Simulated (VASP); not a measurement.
# HfO2 (P4_2/nmc) in VASP: further runs, part 2 of 2

VASP 6.6.1.

### 5 Single point, PBEsol

INCAR reads:

```
SYSTEM = HfO2
PREC = Accurate
ENCUT = 900
EDIFF = 1E-7
ISMEAR = 0
SIGMA = 0.02
LREAL = .False.
LASPH = .True.
NELM = 80
ALGO = Normal
ISIF = 2
LWAVE = .False.
LCHARG = .False.
GGA = PS
NBANDS = 31
```

KPOINTS reads:

```
Automatic mesh
0
Gamma
  6 6 6
  0 0 0
```

POSCAR reads:

```
HfO2
1.0
    3.5509100000      0.0000000000      0.0000000000
    0.0000000000      3.5509100000      0.0000000000
    0.0000000000      0.0000000000      5.1293700000
Hf O
2 4
Direct
    0.5000000000      0.5000000000      0.5000000000
    0.0000000000      0.0000000000      0.0000000000
    0.0000000000      0.5000000000      0.7024500000
    0.5000000000      1.0000000000      0.7975500000
    0.5000000000      0.0000000000      0.2975500000
    0.0000000000      0.5000000000      0.2024500000
```

Potentials or basis: VASP PAW PBE potentials, release 64 (Hf_pv, O_h).

The run is started by

```bash
> cat potpaw_PBE.64/Hf_pv/POTCAR potpaw_PBE.64/O_h/POTCAR > POTCAR
> mpirun -np 1 vasp_std > vasp.out
```

OUTCAR:

```text
SYSTEM = HfO2
   PREC = Accurate
   ENCUT = 900
   EDIFF = 1E-7
   ISMEAR = 0
   LREAL = .False.
   LASPH = .True.
   NELM = 80
   ISIF = 2
   GGA = PS

 ion  position               nearest neighbor table
   1  0.500  0.500  0.500-   3 2.06   5 2.06   5 2.06   3 2.06   4 2.34   4 2.34   6 2.34   6 2.34
                             2 3.59   2 3.59   2 3.59   2 3.59   2 3.59   2 3.59   2 3.59   2 3.59
   2  0.000  0.000  0.000-   4 2.06   6 2.06   6 2.06   4 2.06   3 2.34   5 2.34   3 2.34   5 2.34
                             1 3.59   1 3.59   1 3.59   1 3.59   1 3.59   1 3.59   1 3.59   1 3.59
   3  0.000  0.500  0.702-   1 2.06   1 2.06   2 2.34   2 2.34
   4  0.500  0.000  0.798-   2 2.06   2 2.06   1 2.34   1 2.34
   5  0.500  0.000  0.298-   1 2.06   1 2.06   2 2.34   2 2.34
   6  0.000  0.500  0.202-   2 2.06   2 2.06   1 2.34   1 2.34

  LATTYP: Found a simple tetragonal cell.
 ALAT       =     3.5509100000
 C/A-ratio  =     1.4445226717

  Lattice vectors:

 A1 = (   3.5509100000,   0.0000000000,   0.0000000000)
 A2 = (   0.0000000000,   3.5509100000,   0.0000000000)
 A3 = (   0.0000000000,   0.0000000000,   5.1293700000)

Analysis of symmetry for initial positions (statically):
=====================================================================
 Subroutine PRICEL returns:
[... 184 lines left out ...]

 val. band max:        3.9746211582   @ k =   0.5000   0.5000   0.5000
 cond. band min:       8.5635561204   @ k =   0.0000   0.0000   0.0000
 fundamental gap:      4.5889349622
 Fermi energy:         4.0651343712

 k-point     1 :       0.0000    0.0000    0.0000
  band No.  band energies     occupation
      1     -25.3209      2.00000
      2     -24.9304      2.00000
      3     -24.9304      2.00000
      4     -24.8490      2.00000
      5     -24.8072      2.00000
      6     -24.8072      2.00000
[... 805 lines left out ...]
     30      13.6733      0.00000
     31      13.9656      0.00000

 [... further k-points ...]
[... 5 lines left out ...]
  --------------------------------------------------------------------------------------
  -------------------------------------------------------------------------------------
  Total       -0.1276959     -0.1276959     -0.1194061      0.0000000      0.0000000      0.0000000
  in kB       -3.1633282     -3.1633282     -2.9579691      0.0000000      0.0000000      0.0000000
  external PRESSURE =      -3.0948752 kB  Pullay stress =       0.0000000 kB

 VOLUME and BASIS-vectors are now :
 -----------------------------------------------------------------------------
  energy-cutoff  :      900.00
  volume of cell :       64.68
      direct lattice vectors                 reciprocal lattice vectors
     3.550910000  0.000000000  0.000000000     0.281617951  0.000000000  0.000000000
     0.000000000  3.550910000  0.000000000     0.000000000  0.281617951  0.000000000
     0.000000000  0.000000000  5.129370000     0.000000000  0.000000000  0.194955716

 POSITION                                       TOTAL-FORCE (eV/Angst)
 -----------------------------------------------------------------------------------
      1.77546      1.77546      2.56468        -0.000000      0.000000      0.000000
      0.00000      0.00000      0.00000         0.000000      0.000000      0.000000
      0.00000      1.77546      3.60313        -0.000000      0.000000      0.001494
      1.77546      0.00000      4.09093         0.000000      0.000000     -0.001494
      1.77546      0.00000      1.52624         0.000000      0.000000     -0.001494
      0.00000      1.77546      1.03844        -0.000000     -0.000000      0.001494
 -----------------------------------------------------------------------------------
    total drift:                                0.000000      0.000000     -0.000000

  FREE ENERGIE OF THE ION-ELECTRON SYSTEM (eV)
  ---------------------------------------------------
  free  energy   TOTEN  =       -63.4437915017 eV

  energy  without entropy=      -63.4437915017  energy(sigma->0) =      -63.44379150
```

stdout:

```text
POSCAR found type information on POSCAR HfO
 POSCAR found :  2 types and       6 ions
 scaLAPACK will be used
 -----------------------------------------------------------------------------
|                                                                             |
|                                                                             |
|     You enforced a specific xc type in the INCAR file but a different       |
|     I HOPE YOU KNOW WHAT YOU ARE DOING!                                     |
|                                                                             |
 -----------------------------------------------------------------------------

 LDA part: xc-table for (Slater+PW92), standard interpolation
 POSCAR, INCAR and KPOINTS ok, starting setup
 FFT: planning ... GRIDC
 FFT: planning ... GRID_SOFT
 FFT: planning ... GRID
 WAVECAR not read
 entering main loop
```

It took 2 min on 1 thread of Intel Xeon Platinum 8488C (Sapphire Rapids), shared host; peak memory 0.32 GiB.

What came out:

| Property | Result |
| --- | --- |
| Free energy | -63.4438 eV |
| Pressure | -0.3 GPa |
| Band gap on the k mesh | 4.59 eV, indirect (least direct gap 4.68 eV) |

Levels at points of the mesh, in eV from the valence-band top:
```csv
k point,band 18,band 19,band 20,band 21,band 22,band 23,band 24,band 25,band 26,band 27
"(0.00, 0.00, 0.00)",-1.28,-0.54,-0.11,-0.09,-0.09,4.59,4.63,5.77,6.18,6.41
"(0.50, 0.00, 0.00)",-2.26,-1.49,-1.49,-0.14,-0.14,5.04,5.04,6.11,6.11,7.58
"(0.50, 0.50, 0.00)",-1.09,-0.85,-0.85,-0.41,-0.41,5.52,5.52,6.13,6.13,7.36
"(0.00, 0.00, 0.50)",-2.78,-0.57,-0.57,-0.01,-0.01,5.32,5.32,5.58,5.58,8.66
"(0.50, 0.00, 0.50)",-2.01,-1.41,-1.41,-1.03,-1.03,5.22,5.22,5.53,5.53,7.62
"(0.50, 0.50, 0.50)",-1.98,-1.36,-1.36,0.00,0.00,5.94,5.94,6.14,6.14,7.54
```

Caveat: the cutoff is under 1.25 times the usual one of these potentials, so pressure, stress and relaxed cells hold a basis-set (Pulay) error; the PAW data sets were made with another functional, which shifts forces and pressure a little; spin-orbit coupling is left out, which moves the levels of the heavy elements. A k mesh can miss the band edges.

### 6 Single point, r2SCAN

INCAR: that of step 5 with these lines changed.

```diff
@@ -2,3 +2,3 @@
 PREC = Accurate
-ENCUT = 900
+ENCUT = 520
 EDIFF = 1E-7
@@ -13,3 +13,4 @@
 LCHARG = .False.
-GGA = PS
+METAGGA = R2SCAN
+LMIXTAU = .True.
 NBANDS = 31
```

KPOINTS is that of step 5.

POSCAR is that of step 5.

Potentials or basis: VASP PAW PBE potentials, release 64 (Hf_pv, O).

The run is started by

```bash
> cat potpaw_PBE.64/Hf_pv/POTCAR potpaw_PBE.64/O/POTCAR > POTCAR
> mpirun -np 1 vasp_std > vasp.out
```

Wall time 4.4 min (1 thread of Intel Xeon Platinum 8488C (Sapphire Rapids), shared host); peak memory 0.22 GiB.

The run converged. Its results:

- Free energy: -137.2938 eV
- Pressure: 2.2 GPa
- Largest force: 0.059 eV/Å
- Band gap on the k mesh: 5.24 eV, indirect (least direct gap 5.34 eV)

Forces on the atoms (eV/Å):
```
Hf   0.000  0.000  0.000
Hf   0.000  0.000  0.000
O    0.000  0.000 -0.059
O    0.000  0.000  0.059
O    0.000  0.000  0.059
O    0.000  0.000 -0.059
```

Stress tensor (GPa, compression positive):
```
2.16 0.00 0.00
0.00 2.16 0.00
0.00 0.00 2.36
```

Levels at points of the mesh, in eV from the valence-band top:
| k point | band 19 | band 20 | band 21 | band 22 | band 23 | band 24 | band 25 | band 26 |
| --- | --- | --- | --- | --- | --- | --- | --- | --- |
| (0.00, 0.00, 0.00) | -0.51 | -0.13 | -0.10 | -0.10 | 5.24 | 5.27 | 6.38 | 6.78 |
| (0.50, 0.00, 0.00) | -1.52 | -1.52 | -0.15 | -0.15 | 5.64 | 5.64 | 6.70 | 6.70 |
| (0.50, 0.50, 0.00) | -0.84 | -0.84 | -0.38 | -0.38 | 6.15 | 6.15 | 6.72 | 6.72 |
| (0.00, 0.00, 0.50) | -0.62 | -0.62 | -0.01 | -0.01 | 5.95 | 5.95 | 6.20 | 6.20 |
| (0.50, 0.00, 0.50) | -1.44 | -1.44 | -1.05 | -1.05 | 5.81 | 5.81 | 6.14 | 6.14 |
| (0.50, 0.50, 0.50) | -1.38 | -1.38 | 0.00 | 0.00 | 6.53 | 6.53 | 6.75 | 6.75 |

Caveat: the PAW data sets were made with another functional, which shifts forces and pressure a little; spin-orbit coupling is left out, which moves the levels of the heavy elements. A k mesh can miss the band edges.

### 7 The runs side by side

| level | potentials or basis | k mesh | cutoff (eV) | smearing | gap on the mesh (eV) | pressure (GPa) |
| --- | --- | --- | --- | --- | --- | --- |
| PBEsol | VASP PAW PBE potentials, release 64 (Hf_pv, O) | 6 × 6 × 6 | 700 | gaussian 0.02 eV | 4.59 | 0.0 |
| PBEsol | VASP PAW PBE potentials, release 64 (Hf_pv, O) | 10 × 10 × 8 | 520 | gaussian 0.02 eV | 4.59 | 0.3 |
| PBEsol | VASP PAW PBE potentials, release 64 (Hf_pv, O) | 6 × 6 × 6 | 520 | gaussian 0.5 eV | 4.59 | 0.3 |
| PBEsol | VASP PAW PBE potentials, release 64 (Hf_pv, O_h) | 6 × 6 × 6 | 900 | gaussian 0.02 eV | 4.59 | -0.3 |
| r2SCAN | VASP PAW PBE potentials, release 64 (Hf_pv, O) | 6 × 6 × 6 | 520 | gaussian 0.02 eV | 5.24 | 2.2 |

Alike in all rows: task single point; no spin polarisation; cell as given.

Caveats: the PAW data sets were made with another functional, which shifts forces and pressure a little; spin-orbit coupling is left out, which moves the levels of the heavy elements; the cutoff is under 1.25 times the usual one of these potentials, so pressure, stress and relaxed cells hold a basis-set (Pulay) error (some runs).

Total energies depend on the potentials used, so only differences within one code and one set of settings carry meaning.
